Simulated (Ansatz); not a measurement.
# CdSe (Cadmoselite) (P6_3mc) in Ansatz: equation of state

How stiff is CdSe (Cadmoselite) in PBEsol, and what volume does it want? The cell is scaled to several volumes.

Program: Ansatz 0.2.0. These are calculated values, not measurements. Logs are shortened: lines on timing, memory, paths and dates and some standing lists are left out, and cuts for length are marked.

### 1 The structure

The structure is hexagonal, space group P6_3mc (No. 186). The conventional cell has a = 4.300 Å, b = 4.300 Å, c = 7.020 Å, α = 90.00°, β = 90.00°, γ = 120.00°. Cd (site symmetry 3m) has 4 Se at 2.61 to 2.70 Å as nearest neighbours. Around Se (site symmetry 3m) lie 4 Cd at 2.61 to 2.70 Å.

### 2 Equation of state, PBEsol

Potentials or basis: all-electron LAPW, scalar-relativistic.

No new run: the results of the series are fitted here.

Results:

```
Equilibrium volume                        : 28.19 Å³/atom
Bulk modulus at fixed shape and positions : 52 GPa
Pressure derivative of the bulk modulus   : 4.7
```

Energy against volume, from the lowest point:
```
volume (Å³/atom)  energy (meV/atom)
          26.416              20.43
          26.978               9.16
          27.540               2.51
          28.102               0.00
          28.665               1.17
          29.227               5.64
          29.789              13.05
```

Caveat: the cell was scaled at fixed shape and fractional positions, which overstates the stiffness of a crystal with free parameters, most of all of layers and chains.
